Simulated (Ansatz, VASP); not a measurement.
Two plane-wave programs on HfN

```
Hf N
1.0
     0.00000    2.29216    2.29216
     2.29216    0.00000    2.29216
     2.29216    2.29216    0.00000
Hf N
1 1
Cartesian
  2.2922 2.2922 2.2922
  0.0000 0.0000 0.0000
```

Alike in both runs: task single point; functional r2SCAN; k mesh 12 × 12 × 12; occupations gaussian, width 0.05 eV; no spin polarisation.

```csv
,VASP,Ansatz
version,VASP 6.6.1,Ansatz 0.2.0
potentials or method,"VASP PAW PBE potentials, release 64 (Hf_pv, N)","scalar-relativistic, plane waves, PAW"
plane-wave cutoff (eV),520,500
valence electrons in the cell,15,31
```

```tsv
	VASP	Ansatz	Ansatz less VASP
gap on the k mesh at the Fermi level (eV)	none	none	-
pressure (GPa)	-12.7	-10.2	+2.51
```

A gap of «none» marks a metal or a gap that the smearing closes. The two sets of potentials don't hold the same shells in valence.

Caveats: the PAW data sets were made with another functional, which shifts forces and pressure a little (VASP). Spin-orbit coupling is left out, which matters for the levels of Hf.
